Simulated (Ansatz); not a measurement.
The cell is built from the sc type as a first guess.

Os: DFT, PBE, PAW with Ansatz's default frozen-core files, scalar-relativistic (Ansatz 0.2.0).

The relaxation starts from this cell:

```
CELL_PARAMETERS angstrom
2.64436 0.00000 0.00000
0.00000 2.64436 0.00000
0.00000 0.00000 2.64436
ATOMIC_POSITIONS crystal
Os 0.00000 0.00000 0.00000
```

Output:

```
Engine: ansatz 0.2.0
Pseudopotentials: kind: paw
Pseudopotential: Os, paw, valence charge 16, recommended cutoff 420 eV (normal)
Functional definition: PBE
  parameter kappa = 0.804
  parameter beta = 0.06672455060314922
  exchange = pbe_x(kappa = kappa, mu = beta*pi^2/3)
  correlation = pbe_c(beta = beta)
Crystal: 1 atoms, lattice volume = 18.491 Å³
Basis set: ecut = 420 eV, 365 PW (Γ), exchange–correlation on 36×36×36 points (8 copies of the dense FFT grid, shifted against one another)
Bands: 12, of which v1, the nominal top of the filled ones, is band 8 counted from 1 (7 counted from 0)
Symmetry: 48 space group operations
Space group: Pm-3m (ITA 221), of the structure as read, at distance tolerance 2.6e-5 Å
k-points: 120 of 3375
Non-local potential: Os, projectors of the file, l = 0: 3, l = 1: 2, l = 2: 2, l = 3: 1
PAW form: soft (Blöchl's): semilocal exchange-correlation on the pseudo side does not see the compensation charge
PAW one-centre angular grid: Os, 590 points (default); XC on 64 Gauss nodes
Initial density: superposition of atomic densities (neutral atoms: chi_scale 0, normalization atom), corrected by the library's trained network
Initial wavefunctions: pseudopotential atomic-orbital guess
Functional: x = pbe(κ = 0.804, μ = 0.2195149727645171), c = pbe(β = 0.06672455060314922)
SCF iter   1: F=—  HF=-11382.888448 eV  |F-HF|=—  |Δ(HF+E_count)|=         —  Δρ=2.65e-3  dr2=5.53e-4  ethr=1.77e-3  ⟨swp⟩=5.0  Hψ=7846  notcnv=0
preconditioner: auto → none  [metal: Δε(μ)=0.012 eV  Ē_g=9.460 eV  σ=0.050 eV  W_gap=0.06  n_scr=6 (ndim 8)  ℏωp=24.4 eV  f_vac=0.000  D(μ)=1.46/eV (n_scr^D=18)  sad-step TF]
SCF iter   2: F=—  HF=-11382.889296 eV  |F-HF|=—  |Δ(HF+E_count)|=   8.48e-4  Δρ=1.64e-3  dr2=2.11e-4  ethr=3.45e-6  ⟨swp⟩=2.0  Hψ=3014  notcnv=0
SCF iter   3: F=—  HF=-11382.889831 eV  |F-HF|=—  |Δ(HF+E_count)|=   5.36e-4  Δρ=2.76e-4  dr2=1.31e-5  ethr=1.32e-6  ⟨swp⟩=2.0  Hψ=2089  notcnv=0
SCF iter   4: F=—  HF=-11382.889795 eV  |F-HF|=—  |Δ(HF+E_count)|=   3.69e-5  Δρ=7.59e-5  dr2=3.05e-7  ethr=8.19e-8  ⟨swp⟩=2.2  Hψ=2023  notcnv=0
iter 5 did not close the SCF: its close was put off for the readings that it lacked (scf_convergence_deferred on its scf_iter line)
SCF iter   5: F=-11382.889795 eV  HF=-11382.889795 eV  |F-HF|=1.23e-8  |Δ(HF+E_count)|=   3.52e-7  Δρ=9.07e-6  dr2=6.85e-9  ethr=1.91e-9  ⟨swp⟩=2.1  Hψ=1903  notcnv=0
SCF iter   6: F=-11382.889795 eV  HF=-11382.889795 eV  |F-HF|=1.06e-10  |Δ(HF+E_count)|=   1.34e-8  Δρ=1.84e-6  dr2=2.53e-10  ethr=4.28e-11  ⟨swp⟩=4.4  Hψ=6874  notcnv=0
SCF 1 converged in 6 iterations: F = -11382.889795 eV  dr2 = 2.53e-10
  greatest PAW one-centre occupation: 1.000 electrons in one spin orbital (limit 2), on the Os atom at site 0 (counted from 0), in its partial waves of l = 0
relax step   1: F+E_penalty+E_count = -11382.88979489 eV  Δ(F+E_penalty+E_count) = +0.000e0 eV  max|allowed force component| = 0.000e0 eV/Å  Δτ_max = 0.0000 Å  P = -21.502 GPa  Ω = 18.491 Å³  (6 SCF iters, dr2 threshold 1.00e-7 eV, accepted)
Crystal: 1 atoms, lattice volume = 15.916 Å³
Basis set: ecut = 420 eV, 305 PW (Γ), exchange–correlation on 36×36×36 points (8 copies of the dense FFT grid, shifted against one another)
Initial density: handed on by an earlier stage of this run
Initial wavefunctions: those handed on with the density
iter 1 solved again at ethr=1.48e-5 eV; its pass at ethr=3.10e-3 eV (dr2=2.36e-3 eV) is discarded
SCF iter   1: F=—  HF=-11382.984696 eV  |F-HF|=—  |Δ(HF+E_count)|=         —  Δρ=4.83e-3  dr2=2.31e-3  ethr=1.48e-5  ⟨swp⟩=2.4  Hψ=10823  notcnv=0
preconditioner: auto → none  [metal: Δε(μ)=0.033 eV  Ē_g=10.872 eV  σ=0.050 eV  W_gap=0.17  n_scr=6 (ndim 8)  ℏωp=26.3 eV  f_vac=0.000  D(μ)=1.29/eV (n_scr^D=18)]
SCF iter   2: F=—  HF=-11382.985005 eV  |F-HF|=—  |Δ(HF+E_count)|=   3.09e-4  Δρ=2.34e-3  dr2=4.32e-4  ethr=1.45e-5  ⟨swp⟩=1.1  Hψ=1462  notcnv=0
SCF iter   3: F=—  HF=-11382.985186 eV  |F-HF|=—  |Δ(HF+E_count)|=   1.81e-4  Δρ=5.62e-4  dr2=5.01e-5  ethr=2.70e-6  ⟨swp⟩=2.2  Hψ=2376  notcnv=0
SCF iter   4: F=—  HF=-11382.985154 eV  |F-HF|=—  |Δ(HF+E_count)|=   3.23e-5  Δρ=7.16e-5  dr2=2.24e-7  ethr=3.13e-7  ⟨swp⟩=2.3  Hψ=2032  notcnv=0
SCF iter   5: F=-11382.985154 eV  HF=-11382.985154 eV  |F-HF|=9.51e-9  |Δ(HF+E_count)|=   1.04e-7  Δρ=9.25e-6  dr2=1.29e-8  ethr=6.25e-10  ⟨swp⟩=7.3  Hψ=7325  notcnv=0
SCF 2 converged in 5 iterations: F = -11382.985154 eV  dr2 = 1.29e-8
relax step   2: F+E_penalty+E_count = -11382.98515404 eV  Δ(F+E_penalty+E_count) = -9.536e-2 eV  max|allowed force component| = 0.000e0 eV/Å  Δτ_max = 0.0000 Å  P = +15.086 GPa  Ω = 15.916 Å³  energy of the carried Pulay correction = +9.303e-4 eV  (5 SCF iters, dr2 threshold 1.00e-7 eV, accepted)
Crystal: 1 atoms, lattice volume = 16.886 Å³
Basis set: ecut = 420 eV, 341 PW (Γ), exchange–correlation on 36×36×36 points (8 copies of the dense FFT grid, shifted against one another)
iter 1 solved again at ethr=3.61e-6 eV; its pass at ethr=3.10e-3 eV (dr2=5.78e-4 eV) is discarded
SCF iter   1: F=—  HF=-11383.019693 eV  |F-HF|=—  |Δ(HF+E_count)|=         —  Δρ=2.02e-3  dr2=5.66e-4  ethr=3.61e-6  ⟨swp⟩=1.7  Hψ=10357  notcnv=0
preconditioner: auto → none  [metal: Δε(μ)=0.032 eV  Ē_g=10.292 eV  σ=0.050 eV  W_gap=0.16  n_scr=6 (ndim 8)  ℏωp=25.6 eV  f_vac=0.000  D(μ)=1.36/eV (n_scr^D=18)]
SCF iter   2: F=—  HF=-11383.019718 eV  |F-HF|=—  |Δ(HF+E_count)|=   2.57e-5  Δρ=9.27e-4  dr2=7.90e-5  ethr=3.54e-6  ⟨swp⟩=2.5  Hψ=1908  notcnv=0
SCF iter   3: F=—  HF=-11383.019724 eV  |F-HF|=—  |Δ(HF+E_count)|=   5.10e-6  Δρ=2.71e-4  dr2=9.56e-6  ethr=4.94e-7  ⟨swp⟩=2.0  Hψ=2394  notcnv=0
SCF iter   4: F=-11383.019725 eV  HF=-11383.019725 eV  |F-HF|=1.34e-8  |Δ(HF+E_count)|=   1.71e-6  Δρ=3.03e-5  dr2=4.81e-8  ethr=6.25e-10  ⟨swp⟩=6.1  Hψ=8211  notcnv=0
SCF 3 converged in 4 iterations: F = -11383.019725 eV  dr2 = 4.81e-8
relax step   3: F+E_penalty+E_count = -11383.01972524 eV  Δ(F+E_penalty+E_count) = -3.457e-2 eV  max|allowed force component| = 0.000e0 eV/Å  Δτ_max = 0.0000 Å  P = -2.568 GPa  Ω = 16.886 Å³  energy of the carried Pulay correction = +5.641e-4 eV  (4 SCF iters, dr2 threshold 1.00e-7 eV, accepted)
Crystal: 1 atoms, lattice volume = 16.722 Å³
iter 1 solved again at ethr=1.01e-7 eV; its pass at ethr=3.10e-3 eV (dr2=1.61e-5 eV) is discarded
SCF iter   1: F=—  HF=-11383.021130 eV  |F-HF|=—  |Δ(HF+E_count)|=         —  Δρ=3.18e-4  dr2=1.22e-5  ethr=1.01e-7  ⟨swp⟩=2.0  Hψ=9795  notcnv=0
preconditioner: auto → none  [metal: Δε(μ)=0.031 eV  Ē_g=10.387 eV  σ=0.050 eV  W_gap=0.15  n_scr=6 (ndim 8)  ℏωp=25.7 eV  f_vac=0.000  D(μ)=1.35/eV (n_scr^D=18)]
SCF iter   2: F=—  HF=-11383.021098 eV  |F-HF|=—  |Δ(HF+E_count)|=   3.19e-5  Δρ=1.52e-4  dr2=2.01e-6  ethr=7.60e-8  ⟨swp⟩=1.9  Hψ=1796  notcnv=0
SCF iter   3: F=—  HF=-11383.021099 eV  |F-HF|=—  |Δ(HF+E_count)|=   7.01e-7  Δρ=3.86e-5  dr2=2.29e-7  ethr=1.26e-8  ⟨swp⟩=2.0  Hψ=2400  notcnv=0
SCF iter   4: F=-11383.021099 eV  HF=-11383.021099 eV  |F-HF|=3.42e-10  |Δ(HF+E_count)|=   2.48e-8  Δρ=4.71e-6  dr2=1.07e-9  ethr=6.25e-10  ⟨swp⟩=7.1  Hψ=7218  notcnv=0
SCF 4 converged in 4 iterations: F = -11383.021099 eV  dr2 = 1.07e-9
relax step   4: F+E_penalty+E_count = -11383.02109904 eV  Δ(F+E_penalty+E_count) = -1.374e-3 eV  max|allowed force component| = 0.000e0 eV/Å  Δτ_max = 0.0000 Å  P = +0.019 GPa  Ω = 16.722 Å³  energy of the carried Pulay correction = +6.245e-4 eV  (4 SCF iters, dr2 threshold 1.00e-7 eV, accepted)
Initial wavefunctions: pseudopotential atomic-orbital guess (no wavefunctions were taken with the density)
iter 1 solved again at ethr=1.38e-8 eV; its pass at ethr=3.10e-3 eV (dr2=2.21e-6 eV) is discarded
SCF iter   1: F=—  HF=-11383.020228 eV  |F-HF|=—  |Δ(HF+E_count)|=         —  Δρ=3.10e-4  dr2=2.46e-6  ethr=1.38e-8  ⟨swp⟩=3.2  Hψ=11839  notcnv=0
preconditioner: auto → none  [metal: Δε(μ)=0.032 eV  Ē_g=10.387 eV  σ=0.050 eV  W_gap=0.16  n_scr=6 (ndim 8)  ℏωp=25.7 eV  f_vac=0.000  D(μ)=1.35/eV (n_scr^D=18)]
SCF iter   2: F=—  HF=-11383.020199 eV  |F-HF|=—  |Δ(HF+E_count)|=   2.88e-5  Δρ=1.48e-4  dr2=4.95e-7  ethr=1.38e-8  ⟨swp⟩=2.0  Hψ=2364  notcnv=0
SCF iter   3: F=—  HF=-11383.020195 eV  |F-HF|=—  |Δ(HF+E_count)|=   4.59e-6  Δρ=1.63e-5  dr2=3.05e-8  ethr=3.09e-9  ⟨swp⟩=2.9  Hψ=2051  notcnv=0
SCF iter   4: F=—  HF=-11383.020195 eV  |F-HF|=—  |Δ(HF+E_count)|=   4.95e-9  Δρ=5.18e-6  dr2=9.04e-10  ethr=1.91e-10  ⟨swp⟩=2.9  Hψ=2401  notcnv=0
SCF iter   5: F=-11383.020195 eV  HF=-11383.020195 eV  |F-HF|=1.46e-11  |Δ(HF+E_count)|=  8.04e-10  Δρ=4.07e-7  dr2=5.06e-12  ethr=1.00e-12  ⟨swp⟩=3.9  Hψ=6380  notcnv=0
SCF 5 converged in 5 iterations: F = -11383.020195 eV  dr2 = 5.06e-12
relax step   5: F+E_penalty+E_count = -11383.02019461 eV  Δ(F+E_penalty+E_count) = +9.044e-4 eV  max|allowed force component| = 0.000e0 eV/Å  Δτ_max = 0.0000 Å  P = +0.066 GPa  Ω = 16.722 Å³  stress off target by 6.62e-2 GPa  SCF on the basis re-selected at this cell (its energy is not comparable with the rows above)  (5 SCF iters)
basis re-selected at this cell: Δ(F+E_penalty+E_count) = +9.044e-4 eV, ΔP = +0.047 GPa vs the last step (what re-selecting the basis moved, of the pressure what is left beyond the Pulay correction that the steps carried, after the strain that the cell walked since its last selection, with what the two solves' SCF thresholds leave and, on support functions, any second-order correction that the steps lacked; it is no measure of the basis error at this ecutwfc). This SCF's stress stands 6.62e-2 GPa from its target on what of the cell is left free (relax.cell.stress_tol is 5.00e-2 GPa) and its largest allowed force component is 0.00e0 eV/Å (relax.f_tol is 5.00e-3 eV/Å): not within both, so this SCF does not close the relaxation
Crystal: 1 atoms, lattice volume = 16.726 Å³
iter 1 solved again at ethr=7.31e-11 eV; its pass at ethr=3.10e-3 eV (dr2=1.17e-8 eV) is discarded
SCF iter   1: F=—  HF=-11383.020226 eV  |F-HF|=—  |Δ(HF+E_count)|=         —  Δρ=8.44e-6  dr2=8.39e-9  ethr=7.31e-11  ⟨swp⟩=2.0  Hψ=9461  notcnv=0
preconditioner: auto → none  [metal: Δε(μ)=0.032 eV  Ē_g=10.384 eV  σ=0.050 eV  W_gap=0.16  n_scr=6 (ndim 8)  ℏωp=25.7 eV  f_vac=0.000  D(μ)=1.35/eV (n_scr^D=18)]
SCF iter   2: F=-11383.020194 eV  HF=-11383.020194 eV  |F-HF|=6.04e-10  |Δ(HF+E_count)|=   3.24e-5  Δρ=4.02e-6  dr2=1.37e-9  ethr=5.24e-11  ⟨swp⟩=6.1  Hψ=6343  notcnv=0
SCF 6 converged in 2 iterations: F = -11383.020194 eV  dr2 = 1.37e-9
relax step   6: F+E_penalty+E_count = -11383.02019365 eV  Δ(F+E_penalty+E_count) = +9.519e-7 eV  max|allowed force component| = 0.000e0 eV/Å  Δτ_max = 0.0000 Å  P = -0.001 GPa  Ω = 16.726 Å³  energy of the carried Pulay correction = -1.795e-6 eV  (2 SCF iters, dr2 threshold 1.10e-8 eV, accepted)
iter 1 solved again at ethr=2.99e-9 eV; its pass at ethr=3.10e-3 eV (dr2=4.78e-7 eV) is discarded
SCF iter   1: F=—  HF=-11383.020233 eV  |F-HF|=—  |Δ(HF+E_count)|=         —  Δρ=4.97e-6  dr2=1.66e-9  ethr=2.99e-9  ⟨swp⟩=3.4  Hψ=12184  notcnv=0
SCF iter   2: F=—  HF=-11383.020201 eV  |F-HF|=—  |Δ(HF+E_count)|=   3.24e-5  Δρ=2.26e-6  dr2=3.66e-10  ethr=1.04e-11  ⟨swp⟩=2.0  Hψ=2382  notcnv=0
SCF iter   3: F=-11383.020201 eV  HF=-11383.020201 eV  |F-HF|=3.64e-12  |Δ(HF+E_count)|=  1.35e-10  Δρ=2.65e-7  dr2=7.78e-12  ethr=1.00e-12  ⟨swp⟩=4.1  Hψ=5853  notcnv=0
SCF 7 converged in 3 iterations: F = -11383.020201 eV  dr2 = 7.78e-12
relax step   7: F+E_penalty+E_count = -11383.02020079 eV  Δ(F+E_penalty+E_count) = -7.137e-6 eV  max|allowed force component| = 0.000e0 eV/Å  Δτ_max = 0.0000 Å  P = -0.002 GPa  Ω = 16.726 Å³  stress off target by 2.18e-3 GPa  SCF on the basis re-selected at this cell (its energy is not comparable with the rows above)  (3 SCF iters)
basis re-selected at this cell: Δ(F+E_penalty+E_count) = -7.137e-6 eV, ΔP = -0.001 GPa vs the last step (what re-selecting the basis moved, of the pressure what is left beyond the Pulay correction that the steps carried, after the strain that the cell walked since its last selection, with what the two solves' SCF thresholds leave and, on support functions, any second-order correction that the steps lacked; it is no measure of the basis error at this ecutwfc). This SCF's stress stands 2.18e-3 GPa from its target on what of the cell is left free (relax.cell.stress_tol is 5.00e-2 GPa) and its largest allowed force component is 0.00e0 eV/Å (relax.f_tol is 5.00e-3 eV/Å): within both
SCF converged after 3 iterations
Free energy (F): -11383.020201 eV
Harris-Foulkes:  -11383.020201 eV  (|F-HF|=3.64e-12)
Internal energy: -11383.009063 eV  (E = F + TS)
E sigma→0 (E₀):  -11383.014632 eV
Entropy (-TS):   -0.011138 eV (-11.138 meV/atom)
Fermi energy:    21.027358 eV
--- Per-component energies (eV) ---
  E_band       = -137.851724
  E_kinetic    = 561.893243
  E_local      = -1036.483086  (includes V_loc(G=0)·N_el)
  E_nonlocal   = -1.013122
  E_hartree    = 414.989227
  E_xc         = -265.511169
  E_vxc        = -282.422168  (∫ρ·V_xc dr)
  E_paw        = -9012.010889  (= ΣΔE_a)
  E_vpaw       = -209.805074  (= ΣTr[D̂ρ^β])
  E_aug_tail   = -0.000072  (compensation charges beyond the density's cutoff)
  E_ewald      = -2044.873196
  E_smearing   = -0.011138  (= −TS)
  E_closure    = -0.000000  (closes the sum)
  Σ components = -11383.020201   (vs F -11383.020201, Δ=0.00e0)
--- Forces (eV/Å), atoms counted from 1 ---
  atom   1  Os    -0.00000000    -0.00000000    -0.00000000
  max |Σ_I F_I| component: 1.64e-31 eV/Å
--- Stress (GPa, compression-positive) ---
       -0.002177      -0.000000       0.000000
       -0.000000      -0.002177      -0.000000
        0.000000      -0.000000      -0.002177
  P = ⅓ Tr σ = -0.0022 GPa (-0.022 kbar)
--- Band table (eV; the first three rows and the last of 120) ---
  k-point 0: bands = ["-65.2900", "-24.2565", "-24.2565", "-24.2565", "11.5982", "15.1053", "15.1053", "23.3047", "23.3047", "23.3047", "36.1527", "36.1527"]
  k-point 1: bands = ["-65.2870", "-24.3016", "-24.2527", "-24.2527", "11.7435", "15.1381", "15.2529", "23.1158", "23.1158", "23.3187", "35.3108", "36.4393"]
  k-point 2: bands = ["-65.2785", "-24.4280", "-24.2422", "-24.2422", "12.1463", "15.2324", "15.7004", "22.6186", "22.6186", "23.3582", "33.5937", "37.2174"]
  k-point 119: bands = ["-65.0863", "-25.0024", "-25.0012", "-25.0012", "15.8263", "15.8881", "15.8881", "25.5978", "25.5978", "29.4177", "31.4683", "32.4138"]
--- Relaxed structure (5 steps of the walk, 5 accepted, 2 SCFs on fresh bases) ---
  F+E_penalty+E_count = -11383.02020079 eV   max|allowed force component| = 0.000e0 eV/Å   (the final SCF, on the basis selected at the relaxed cell)
  cell:  # Å, volume = 16.7263 Å³
    - [2.5574094138019166, -2.8588022611998024e-34, -3.159728815010309e-35]
    - [-2.8588022611998024e-34, 2.5574094138019166, -6.419766481290786e-35]
    - [-3.159728815010309e-35, -6.419766481290786e-35, 2.5574094138019166]
  atoms:
    - { symbol: Os, position: [0.0, 0.0, 0.0] }
```
